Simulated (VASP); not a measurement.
# Ca: convergence, self-consistent run

Ca, Fm-3m (no. 225), 1 atom in the cell. PBE; PAW potentials Ca_sv (PBE set). VASP 6.6.1.

Wanted: energy within 0.2 meV/atom; Fermi level within 0.005 eV.

What the run is for: comparing ways to start; Accuracy asked: tight.

POSCAR:
```
Ca
1.0
    0.0000000000      2.7942000000      2.7942000000
    2.7942000000      0.0000000000      2.7942000000
    2.7942000000      2.7942000000      0.0000000000
Ca
1
Direct
    0.0000000000      0.0000000000      0.0000000000
```

## How the run starts (with a second run first, the time holds both)

| How the run starts (with a second run first, the time holds both) | Energy less reference (meV/atom) | Fermi level (eV) | Time (s) |
|---|---|---|---|
| from scratch: 10 SCF iterations | 0.00 | 1.8585 | 9.7 |
| density of a coarse mesh (ICHARG 1): 10 + 9 SCF iterations | 0.00 | 1.8585 | 12 |
| orbitals of a lower cutoff (ISTART 1): 11 + 6 SCF iterations | 0.00 | 1.8585 | 12 |
| orbitals of a loose run: 8 + 2 SCF iterations | 0.00 | 1.8585 | 6.9 |

## Question

For each series: keep the first row unless others stay within half of the tolerance and take at least 30 % less time, and then take the fastest.

## Answer

- How the run starts (with a second run first, the time holds both): from scratch: 10 SCF iterations

The chosen settings are those of the reference run.

## The input

INCAR:
```
GGA = PE
ISMEAR = 1
SIGMA = 0.1
LWAVE = False
LCHARG = False
ISIF = 2
PREC = Accurate
LASPH = True
LREAL = False
ALGO = Normal
EDIFF = 1E-6
NELM = 120
GGA_COMPAT = False
ENCUT = 400
```

KPOINTS:
```
k-points
0
Gamma
  10 10 10
```

Commands:
```
cat potpaw_PBE.64/Ca_sv/POTCAR > POTCAR
mpirun -np 1 vasp_std > vasp.out
```

The chosen input took VASP 6.6.1 9.7 s on 1 core (Intel Xeon Platinum 8375C @ 2.90GHz (Ice Lake)), a shared host.

## An input that fails: restart asked without its files

VASP's message: ERROR: charge density could not be read from file CHGCAR for ICHARG>10.

Changes against the starting input:
```
- NELM = 120
+ NELM = 60
+ ICHARG = 11
```
